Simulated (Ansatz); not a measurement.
## InP under changes of volume

One of the cells (21.227 Å³/atom); the others are scaled copies at fixed shape and fractional positions:

```xyz
2
Lattice="0.0000 2.7688 2.7688 2.7688 0.0000 2.7688 2.7688 2.7688 0.0000" Properties=species:S:1:pos:R:3 pbc="T T T"
In    0.0000    0.0000    0.0000
P     2.7688    2.7688    2.7688
```

Measurements of this composition are mostly on another form, of space group No. 216.

- Program: Ansatz 0.2.0
- Functional: PBE
- Potentials or basis: all-electron LAPW, scalar-relativistic
- Cutoff: 212 eV (chosen from the basis error)
- Basis error allowed: 0.0005 eV/atom
- k mesh: 8 × 8 × 8
- Occupations: fermi-dirac, width 0.05 eV
- Spin: no spin polarisation

```tsv
volume (Å³/atom)	energy over the lowest point (meV/atom)	pressure (GPa)
19.953	19.15	5.3
20.378	8.02	3.3
20.803	?	?
21.227	0.00	0.0
21.652	2.08	-1.4
22.076	7.63	-2.6
22.501	16.21	-3.7
```

Problem. What does the run at 20.803 Å³/atom give?

Solution. Energy over the lowest point 1.82 meV/atom; pressure 1.5 GPa.

Worked out: A Birch-Murnaghan fit of order 3 (a polynomial in V^(-2/3)) to the other rows has its minimum at 21.20 Å³/atom with B0 = V·E''(V) = 74 GPa and B' = 4.9. It gives 1.81 meV/atom at 20.803 Å³/atom, against the run's 1.82, and -dE/dV = 1.5 GPa, against 1.5.

Energies are extrapolated to zero smearing.
